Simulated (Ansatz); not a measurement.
ZrSe2:

```
Zr Se
1.0
     3.79800    0.00000    0.00000
    -1.89900    3.28916    0.00000
     0.00000    0.00000    6.19200
Zr Se
1 2
Direct
  0.00000 0.00000 0.00000
  0.66667 0.33333 0.75000
  0.33333 0.66667 0.25000
```

Base run:

* Program: Ansatz 0.2.0
* Functional: LDA
* Potentials or basis: Ansatz PAW
* Cutoff: 420 eV (not typed: the program's choice for these potentials)
* k mesh: 8 × 8 × 5
* Occupations: fermi-dirac, width 0.05 eV
* Spin: no spin polarisation

Its results: band gap on the k mesh 0.33 eV, indirect (least direct gap 0.98 eV); pressure -3.2 GPa; largest force 0.083 eV/Å.

Q: The run is repeated on the same cell with these changes: functional from LDA to PBE; potentials or basis from Ansatz PAW to Ansatz PAW earlier set; cutoff from 420 eV (not typed: the program's choice for these potentials) to 580 eV (not typed: the program's choice for these potentials). What comes out?

A: Band gap on the k mesh 0.41 eV, indirect (least direct gap 1.06 eV); pressure 1.9 GPa; largest force 0.286 eV/Å.

Caveats: the PAW data sets come from PBE, with cores solved anew for the run's functional, which leaves a small shift of forces and pressure (some runs); this functional lacks dispersion, which binds the layers, so the pressure and a relaxed spacing across them are unreliable (some runs).

A k mesh can miss the band edges.
